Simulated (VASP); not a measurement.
Write the native input for VASP 6.6.1 that does the following.

| Quantity | Value |
| --- | --- |
| Task | relaxation of cell and atoms |
| Functional | PBEsol |
| Potentials or basis | VASP PAW PBE potentials, release 64 (Ba_sv, O) |
| Cutoff | 600 eV |
| k mesh | 8 × 8 × 8 |
| Occupations | gaussian, width 0.03 eV |
| Spin | no spin polarisation |
| Further INCAR settings | ALGO = Normal; EDIFF = 1e-06; IBRION = 2; EDIFFG = -0.01; NSW = 90; ISIF = 3 |

The structure of BaO lies in POSCAR:

```
BaO
1.0
    0.0000000000      2.7500000000      2.7500000000
    2.7500000000      0.0000000000      2.7500000000
    2.7500000000      2.7500000000      0.0000000000
Ba O
1 1
Direct
    0.0000000000      0.0000000000      0.0000000000
    0.5000000000      0.5000000000      0.5000000000
```

One way to write it, as run:

INCAR

```
ALGO = Normal
EDIFF = 1E-6
EDIFFG = -0.01
ENCUT = 600
GGA = PS
IBRION = 2
ISIF = 3
ISMEAR = 0
KPAR = 4
LASPH = True
LCHARG = False
LREAL = False
LWAVE = False
NELM = 80
NSW = 90
PREC = Accurate
SIGMA = 0.03
```

KPOINTS

```
k-points
0
Gamma
  8 8 8
```

Potentials or basis: VASP PAW PBE potentials, release 64 (Ba_sv, O).

Command:

```console
$ cat potpaw_PBE.64/Ba_sv/POTCAR potpaw_PBE.64/O/POTCAR > POTCAR
$ mpirun -np 4 vasp_std > vasp.out
```

Results of the run:

- Relaxed volume: 21.16 Å³/atom
- Relaxed cell: a = 3.912 Å, b = 3.912 Å, c = 3.912 Å, α = 60.00°, β = 60.00°, γ = 60.00°
- Space group after relaxing (to 0.05 Å): Fm-3m (No. 225)
- Energy gained by relaxing: 1.6 meV/atom
- Ionic steps: 3
- Pressure after relaxing: 0.0 GPa
- Band gap on the k mesh: 1.86 eV, direct

Caveat: the PAW data sets were made with another functional, which shifts forces and pressure a little; spin-orbit coupling is left out, which moves the levels of the heavy elements.

Wall time 18 s on 4 MPI ranks on Intel(R) Xeon(R) Platinum 8259CL CPU @ 2.50GHz (Skylake/Cascade Lake), with other jobs on the host, peak memory 0.18 GiB a rank.
